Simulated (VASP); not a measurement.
# W (Im-3m) in VASP: further runs

The runs below take W through single point, with PBE.

Everything below comes from runs of VASP 6.6.1. Logs are shortened: lines on timing, memory, paths and dates and some standing lists are left out, and cuts for length are marked.

**1. The crystal as given**

Symmetry: Im-3m, No. 229, cubic system. The conventional cell has a = 3.165 Å, b = 3.165 Å, c = 3.165 Å, α = 90.00°, β = 90.00°, γ = 90.00°. W (site symmetry m-3m) has 8 W at 2.74 Å as nearest neighbours.

**2. Single point, PBE**

Contents of INCAR:

```
SYSTEM = W
ADDGRID = .False. ; ALGO = Normal
EDIFF = 1E-7 ; ENCUT = 340
GGA = PE ; ISIF = 2
ISMEAR = 1 ; LASPH = .True.
LCHARG = .False. ; LREAL = .False.
LWAVE = .False. ; NELM = 100
PREC = Accurate ; SIGMA = 0.2
```

Contents of KPOINTS:

```
k-points
0
Gamma
  9 9 9
  0 0 0
```

Contents of POSCAR:

```
W
1.0
   -1.5823450000      1.5823450000      1.5823450000
    1.5823450000     -1.5823450000      1.5823450000
    1.5823450000      1.5823450000     -1.5823450000
W
1
Direct
    0.0000000000      0.0000000000      0.0000000000
```

Potentials or basis: VASP PAW PBE potentials, release 64 (W).

Launch:

```bash
> cat potpaw_PBE.64/W/POTCAR > POTCAR
> mpirun -np 1 vasp_std > vasp.out
```

OUTCAR:

```text
SYSTEM = W
   EDIFF = 1E-7
   ENCUT = 340
   GGA = PE
   ISIF = 2
   ISMEAR = 1
   LASPH = .True.
   LREAL = .False.
   NELM = 100
   PREC = Accurate

 Found     35 irreducible k-points:

 Following reciprocal coordinates:
            Coordinates               Weight
  0.000000  0.000000  0.000000      1.000000
  0.111111  0.000000  0.000000     12.000000
  0.222222  0.000000  0.000000     12.000000
  0.333333  0.000000  0.000000     12.000000
  0.444444  0.000000  0.000000     12.000000
  0.111111  0.111111  0.000000     24.000000
   k-points           NKPTS =     35   k-points in BZ     NKDIM =     35   number of bands    NBANDS=      7
   number of dos      NEDOS =    301   number of ions     NIONS =      1
   total plane-waves  NPLWV =   4096
   dimension x,y,z NGX =    16 NGY =   16 NGZ =   16
   dimension x,y,z NGXF=    32 NGYF=   32 NGZF=   32
   ions per type =               1
   NGX,Y,Z   is equivalent  to a cutoff of   9.71,  9.71,  9.71 a.u.
   NGXF,Y,Z  is equivalent  to a cutoff of  19.41, 19.41, 19.41 a.u.
 SYSTEM =  W
   PREC   = accura    normal or accurate (medium, high low for compatibility)
   ISTART =      0    job   : 0-new  1-cont  2-samecut
   ICHARG =      2    charge: 1-file 2-atom 10-const
   ISPIN  =      1    spin polarized calculation?
   LNONCOLLINEAR =      F non collinear calculations
   LSORBIT =      F    spin-orbit coupling
   LASPH  =      T    aspherical Exc in radial PAW
   ENCUT  =  340.0 eV  24.99 Ry    5.00 a.u.   4.12  4.12  4.12*2*pi/ulx,y,z
   NELM   =    100;   NELMIN=  2; NELMDL= -5     # of ELM steps
   EDIFF  = 0.1E-06   stopping-criterion for ELM
   LREAL  =      F    real-space projection
   EDIFFG = 0.1E-05   stopping-criterion for IOM
   NSW    =      0    number of steps for IOM
   IBRION =     -1    ionic relax: 0-MD 1-quasi-New 2-CG
   NFREE  =      0    steps in history (QN), initial steepest desc. (CG)
   ISIF   =      2    stress and relaxation
   ISYM   =      2    0-nonsym 1-usesym 2-fastsym
   POTIM  = 0.5000    time-step for ionic-motion
   TEBEG  =    0.0;   TEEND  =   0.0 temperature during run
   PSTRESS=    0.0 pullay stress
   NELECT =       6.0000    total number of electrons
   NUPDOWN=      -1.0000    fix difference up-down
   EMIN   =  10.00;   EMAX   =-10.00  energy-range for DOS
   EFERMI =   0.00;   METHOD = LEGACY
   ISMEAR =     1;   SIGMA  =   0.20  broadening in eV -4-tet -1-fermi 0-gaus
   EFERMI_NEDOS =   21; number of points for ismear=-14 and -15
   IALGO  =     38    algorithm
   IMIX   =      4    mixing-type and parameters
     AMIX     =   0.40;   BMIX     =  1.00
     AMIX_MAG =   1.60;   BMIX_MAG =  1.00
  volume/ion in A,a.u.               =      15.85       106.94
  Fermi-wavevector in a.u.,A,eV,Ry     =   1.184325  2.238049 19.083867  1.402625
  Thomas-Fermi vector in A             =   2.320541
   LORBIT       =      0    0 simple, 1 ext, 2 COOP (PROOUT), +10 PAW based schemes
   GGA     = PE    functional components
   LHFCALC =     F    Hartree Fock is set to
   AEXX    =    0.0000 exact exchange contribution
   IVDW    =     0    specifies the selected vdW correction
   LEPSILON=     F    determine dielectric tensor
   LRPA    =     F    only Hartree local field effects (RPA)
 non-spin polarized calculation
 Methfessel and Paxton  Order N= 1 SIGMA  =   0.20
  energy-cutoff  :      340.00
  volume of cell :       15.85
 maximum number of plane-waves:       236
   NGX =  9   NGY =  9   NGZ =  9

 number of electron       5.9999999 magnetization

 Free energy of the ion-electron system (eV)
  ---------------------------------------------------
  ext. energy  EPLUGINS =         0.00000000
  ---------------------------------------------------
  free energy    TOTEN  =       -13.03009133 eV

  energy without entropy =      -13.02474972  energy(sigma->0) =      -13.02831080

 E-fermi :   7.8793     XC(G=0): -13.1435

 val. band max:        7.5669889190   @ k =   0.4444   0.1111   0.0000
 cond. band min:       7.9002291397   @ k =  -0.3333   0.3333   0.2222
 fundamental gap:      0.3332402208
 Fermi energy:         7.8792694516

 k-point     1 :       0.0000    0.0000    0.0000
  band No.  band energies     occupation
      1      -1.7967      2.00000
      2       6.5719      2.00000
      3       6.5719      2.00000
      4       6.5719      2.00000
      5      10.0494     -0.00000
      6      10.0494     -0.00000
      7      23.0495      0.00000

 k-point     2 :       0.1111    0.0000    0.0000
  band No.  band energies     occupation
      1      -1.2275      2.00000
      2       6.2318      2.00000
      3       6.4698      2.00000
      4       7.1483      2.00000
      5       9.5954     -0.00000
      6      10.0651     -0.00000
      7      23.4882      0.00000

 k-point     3 :       0.2222    0.0000    0.0000
  band No.  band energies     occupation
      1       0.2036      2.00000
      2       5.4713      2.00000
      3       6.0370      2.00000
      4       8.7940     -0.00000
      5       9.3583     -0.00000
      6      10.1907     -0.00000
      7      23.4769      0.00000

 k-point     4 :       0.3333    0.0000    0.0000
  band No.  band energies     occupation
      1       1.4066      2.00000
      2       4.7340      2.00000
      3       6.3435      2.00000
      4       9.7969     -0.00000
      5      10.5086     -0.00000
      6      11.2131     -0.00000
      7      21.5464      0.00000

 k-point     5 :       0.4444    0.0000    0.0000
  band No.  band energies     occupation
      1       1.5737      2.00000
      2       4.3041      2.00000
      3       8.0541     -0.01323
      4      10.0200     -0.00000
      5      10.8556     -0.00000
      6      13.5048      0.00000
      7      19.3155      0.00000

 k-point     6 :       0.1111    0.1111    0.0000
  band No.  band energies     occupation
      1      -0.1976      2.00000
      2       5.8313      2.00000
      3       5.9430      2.00000
      4       8.3721     -0.00271
      5       9.1033     -0.00000
      6      10.3094     -0.00000
      7      24.2723      0.00000

 [... further k-points ...]

------------------------ aborting loop because EDIFF is reached ----------------------------------------

  FORCE on cell =-STRESS in cart. coord.  units (eV):
  Direction    XX          YY          ZZ          XY          YZ          ZX
  --------------------------------------------------------------------------------------
  -------------------------------------------------------------------------------------
  Total        0.1216873      0.1216873      0.1216873      0.0000000      0.0000000      0.0000000
  in kB       12.3024712     12.3024712     12.3024712      0.0000000      0.0000000      0.0000000
  external PRESSURE =      12.3024712 kB  Pullay stress =       0.0000000 kB

 VOLUME and BASIS-vectors are now :
 -----------------------------------------------------------------------------
  energy-cutoff  :      340.00
  volume of cell :       15.85
      direct lattice vectors                 reciprocal lattice vectors
    -1.582345000  1.582345000  1.582345000     0.000000000  0.315986716  0.315986716
     1.582345000 -1.582345000  1.582345000     0.315986716  0.000000000  0.315986716
     1.582345000  1.582345000 -1.582345000     0.315986716  0.315986716  0.000000000

 POSITION                                       TOTAL-FORCE (eV/Angst)
 -----------------------------------------------------------------------------------
      0.00000      0.00000      0.00000         0.000000      0.000000      0.000000
 -----------------------------------------------------------------------------------
    total drift:                               -0.000000      0.000000      0.000000

  FREE ENERGIE OF THE ION-ELECTRON SYSTEM (eV)
  ---------------------------------------------------
  free  energy   TOTEN  =       -13.0300913330 eV

  energy  without entropy=      -13.0247497204  energy(sigma->0) =      -13.02831080
```

Run time: 1.9 s. Hardware: 1 thread of AMD EPYC 9R45 (Zen 5), shared host; peak memory 0.08 GiB.

The run converged, but some of its settings lie outside the range that counts as converged, so its numbers aren't taken as properties of the crystal.

What came out:

```yaml
Free_energy: -13.0301 eV
Pressure: 1.2 GPa
Band_gap_on_the_k_mesh: none (metal or under the smearing width)
```

**3. Single point, PBE**

Changes to INCAR since step 2:

```diff
@@ -2,3 +2,3 @@
 ADDGRID = .False. ; ALGO = Normal
-EDIFF = 1E-7 ; ENCUT = 340
+EDIFF = 1E-7 ; ENCUT = 650
 GGA = PE ; ISIF = 2
```

Contents of KPOINTS:

```
k-points
0
Gamma
  7 7 7
  0 0 0
```

POSCAR is that of step 2.

Potentials or basis: VASP PAW PBE potentials, release 64 (W).

Launch:

```bash
> cat potpaw_PBE.64/W/POTCAR > POTCAR
> mpirun -np 1 vasp_std > vasp.out
```

It took 2.8 s on 1 thread of AMD EPYC 9R45 (Zen 5), shared host; peak memory 0.11 GiB.

These settings aren't checked as converged: the numbers below hold their error.

What came out:

| Quantity | Value |
| --- | --- |
| Free energy | -12.9525 eV |
| Pressure | 3.1 GPa |
| Band gap on the k mesh | none (metal or under the smearing width) |

Caveat: the k mesh is coarse (spacing up to 0.40 Å⁻¹), so the values aren't converged.

**4. The reference run**

An earlier run on the cell as given: functional PBE; potentials or basis VASP PAW PBE potentials, release 64 (W_sv); cutoff 520 eV; k mesh 12 × 12 × 12; occupations fermi-dirac, width 0.05 eV; no spin polarisation.

* Pressure: 6.4 GPa
* Band gap on the k mesh: none (metal or under the smearing width)
